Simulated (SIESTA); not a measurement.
## Fe2Ge under changes of volume

One of the cells (13.144 Å³/atom); the others are scaled copies at fixed shape and fractional positions:

```xyz
3
Lattice="4.1636 0.0000 0.0000 -2.0818 3.6058 0.0000 0.0000 0.0000 2.6265" Properties=species:S:1:pos:R:3 pbc="T T T"
Ge    0.0000    0.0000    0.0000
Fe    0.0000    2.4039    1.3132
Fe    2.0818    1.2019    1.3132
```

The cell comes from a database or a generator and needn't be the stable form of this composition.

```yaml
Program: SIESTA 5.4.2
Functional: LDA
Potentials_or_basis: PseudoDojo 0.4 standard (LDA files)
Basis: DZP (energy shift 0.003 Ry; two zetas on semicore shells)
Grid_cutoff: 800 Ry
Energy_shift: 0.003 Ry
k_mesh: 5 × 5 × 8
Occupations: fermi-dirac, width 0.05 eV
Spin: collinear spin, ferromagnetic start
Starting_moments: "[0.0, 3.0, 3.0] μB"
```

```tsv
volume (Å³/atom)	energy over the lowest point (meV/atom)	pressure (GPa)	moment (μB per cell)
12.355	0.00	-7.3	4.16
12.618	13.79	-9.5	4.32
12.881	32.07	-11.7	4.52
13.144	52.14	-12.3	4.88
13.407	71.85	-13.0	5.14
13.670	93.85	-14.5	5.27
13.933	?	?	?
```

Question: What does the run at 13.933 Å³/atom give?

Answer: Energy over the lowest point 118.96 meV/atom; pressure -16.2 GPa; moment 5.36 μB per cell.

Worked out: A Birch-Murnaghan fit of order 3 (a polynomial in V^(-2/3)) to the other rows has no minimum within the range. It gives 114.36 meV/atom at 13.933 Å³/atom, against the run's 118.96, and -dE/dV = -12.4 GPa, against -16.2. A parabola through the other rows of the moment, of slope 0.952 μB per Å³/atom there, extrapolates to 5.57 μB, against the run's 5.36. The fit is too stiff a form for this range.

Energies are extrapolated to zero smearing.

Caveats: short orbitals over semicore shells can move pressures by several GPa; the basis of atomic orbitals isn't converged, which shifts pressures, moduli and gaps.
